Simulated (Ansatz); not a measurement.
# TaN: energy from the work of forces and stress

```yaml
crystal:
  lattice:
    - [5.18500, 0.00000, 0.00000]
    - [-2.59250, 4.49034, 0.00000]
    - [0.00000, 0.00000, 2.90800]
  atoms:
    - { symbol: Ta, position: [0.00000, 0.00000, 0.00000] }
    - { symbol: Ta, position: [0.33333, 0.66667, 0.50000] }
    - { symbol: Ta, position: [0.66667, 0.33333, 0.50000] }
    - { symbol: N, position: [0.50000, 0.00000, 0.00000] }
    - { symbol: N, position: [0.50000, 0.50000, 0.00000] }
    - { symbol: N, position: [0.00000, 0.50000, 0.00000] }
```

Level of theory: DFT PBEsol, scalar-relativistic, plane waves, PAW (Ansatz).

Cutoff 420 eV; k points 9×9×12 on the computed 6-atom cell (Γ-centred); Gaussian smearing, width 0.10 eV; no spin polarisation.

At the start the stress (GPa, compression positive, xx yy zz yz xz xy) is 2.15 2.15 0.38 0.00 0.00 0.00 and all forces are under 0.005 eV/Å. Each variant moves atoms by u and then strains the cell by ε, so an atom ends at (r + u)(1 + ε); shears are tensor components, each standing twice in ε. The starting volume is 67.71 Å³.

Variant 1: strain (xx yy zz yz xz xy, %) -0.55 -0.55 -3.55 0.00 0.00 0.00. There the stress is 14.83 14.83 35.93 0.00 0.00 0.00 GPa.

Variant 2: strain (xx yy zz yz xz xy, %) 3.20 3.20 4.70 0.00 0.00 0.00. There the stress is -21.86 -21.86 -39.07 0.00 0.00 0.00 GPa.

Variant 3: strain (xx yy zz yz xz xy, %) 0.98 0.98 -8.02 0.00 0.00 0.00. There the stress is 16.25 16.25 78.62 0.00 0.00 0.00 GPa.

Variant 4: strain (xx yy zz yz xz xy, %) -0.55 -0.55 5.45 0.00 0.00 0.00. There the stress is -5.78 -5.78 -32.51 0.00 0.00 0.00 GPa.

Task: Estimate each change of free energy from forces and stresses by the trapezoid rule along the path (r + tu)(1 + tε), t from 0 to 1, and compare with the computed change.

Result: The derivative of the energy along the path is −F·u(1 + tε) for the atoms and −V σ(1 + tε)⁻¹ : ε for the cell, with F, σ and V taken at t (σ positive in compression; 1 eV/Å³ = 160.2 GPa). Averaging t = 0 and t = 1 gives, in meV per atom:
| variant | work on atoms | work on cell | sum | computed |
| --- | --- | --- | --- | --- |
| 1 | 0.0 | 51.2 | 51.2 | 49.2 |
| 2 | 0.0 | 116.7 | 116.7 | 125.2 |
| 3 | 0.0 | 215.6 | 215.6 | 197.4 |
| 4 | 0.0 | 59.5 | 59.5 | 64.9 |

The rule is exact for a quadratic energy surface and overshoots a term ct³ by c/2, so the difference between the last two columns measures the net anharmonic part along the path (terms of opposite sign can cancel, and the finite basis adds a little): 4 to 9 % here.

Spin–orbit coupling is left out, which can shift energies with elements as heavy as these.

This form isn't the usual stable structure of the compound.